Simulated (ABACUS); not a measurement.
**Se under changes of volume**

One of the cells (27.261 Å³/atom); the others are scaled copies at fixed shape and fractional positions:

```
Se
1.0
     4.36620    0.00000    0.00000
    -2.18310    3.78124    0.00000
     0.00000    0.00000    4.95360
Se
3
Direct
  0.77460 0.77460 0.00000
  0.00000 0.22540 0.66667
  0.22540 0.00000 0.33333
```

* Program: ABACUS 3.10.1
* Functional: PBE
* Potentials or basis: PseudoDojo NC SR 0.4.1 PBE standard
* Cutoff: 1361 eV
* Density cutoff: 5442 eV
* Basis: TZDP LCAO (the cutoffs set its grid)
* k mesh: 7 × 7 × 6
* Occupations: fermi-dirac, width 0.05 eV
* Spin: no spin polarisation

```tsv
volume (Å³/atom)	energy over the lowest point (meV/atom)	pressure (GPa)	gap on the mesh (eV)	largest force (eV/Å)
25.625	75.90	8.1	1.13	1.415
26.170	51.28	6.4	1.15	1.151
26.716	?	?	?	?
27.261	17.81	3.5	1.19	0.676
27.806	8.07	2.3	1.18	0.461
28.351	2.22	1.2	1.15	0.261
28.896	0.00	0.2	1.13	0.073
```

Task: What does the run at 26.716 Å³/atom give?

Result: Energy over the lowest point 32.07 meV/atom; pressure 4.9 GPa; gap on the mesh 1.17 eV; largest force 0.905 eV/Å.

Worked out: A Birch-Murnaghan fit of order 3 (a polynomial in V^(-2/3)) to the other rows has its minimum at 28.99 Å³/atom, just outside them, with B0 = V·E''(V) = 50 GPa and B' = 4.5 at fixed shape and positions, which overstates the stiffness. It gives 32.07 meV/atom at 26.716 Å³/atom, against the run's 32.07, and -dE/dV = 4.9 GPa, against 4.9. A parabola through the other rows of the gap, of slope 0.598 eV per unit of ln V there, gives 1.18 eV, against the run's 1.17.

Energies are extrapolated to zero smearing.

Caveats: the atomic orbitals were generated for these runs and aren't a published set; an odd mesh through Γ misses points on the zone boundary, where band edges often lie; the basis of atomic orbitals isn't converged, which shifts pressures, moduli and gaps; forces of over 1 eV/Å show positions far from the minimum, so gaps and moduli don't describe the material at rest (some runs). Spin-orbit coupling on Se is left out.
